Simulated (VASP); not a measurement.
The system is Hf.

```
Hf
1.0
     4.96233    0.00000    0.00000
    -2.48116    4.29750    0.00000
     0.00000    0.00000    3.08623
Hf
3
Cartesian
  2.4812 1.4325 1.5431
  0.0000 2.8650 1.5431
  0.0000 0.0000 0.0000
```

This isn't the form of Hf at room conditions, which is hcp.

- Program: VASP 6.6.1
- Task: relaxation of cell and atoms
- Functional: PBEsol
- Potentials or basis: VASP PAW PBE potentials, release 64 (Hf_pv)
- Cutoff: 600 eV
- k mesh: 12 × 12 × 14
- Occupations: gaussian, width 0.1 eV
- Spin: no spin polarisation

At the start: pressure -3.2 GPa; volume 21.94 Å³/atom.

How do energy, volume and symmetry change on relaxing?

Over 9 steps the energy falls by 6.3 meV/atom and the volume is 21.31 Å³/atom (-2.8 %); space group P6/mmm (No. 191, to 0.05 Å).

Step by step:
| step | energy change (eV) | largest force (eV/Å) | pressure (GPa) | volume (Å³) |
| --- | --- | --- | --- | --- |
| 1 | 0.0000 | 0.0000 | -3.18 | 65.82 |
| 2 | 0.0098 | 0.0000 | 4.32 | 61.75 |
| 3 | -0.0190 | 0.0000 | -0.01 | 63.96 |
| 4 | -0.0190 | 0.0000 | 0.05 | 63.92 |
| 5 | -0.0190 | 0.0000 | 0.05 | 63.92 |
| 6 | -0.0190 | 0.0000 | 0.05 | 63.92 |
| 7 | -0.0190 | 0.0000 | 0.05 | 63.92 |
| 8 | -0.0190 | 0.0000 | -0.04 | 63.97 |
| 9 | -0.0190 | 0.0000 | 0.00 | 63.94 |

Final structure:
```yaml
crystal:
  lattice:
    - [4.91242, 0.00000, 0.00000]
    - [-2.45621, 4.25428, 0.00000]
    - [0.00000, 0.00000, 3.05968]
  atoms:
    - { symbol: Hf, position: [0.66667, 0.33333, 0.50000] }
    - { symbol: Hf, position: [0.33333, 0.66667, 0.50000] }
    - { symbol: Hf, position: [0.00000, 0.00000, 0.00000] }
```

Caveat: the PAW data sets were made with another functional, which shifts forces and pressure a little.
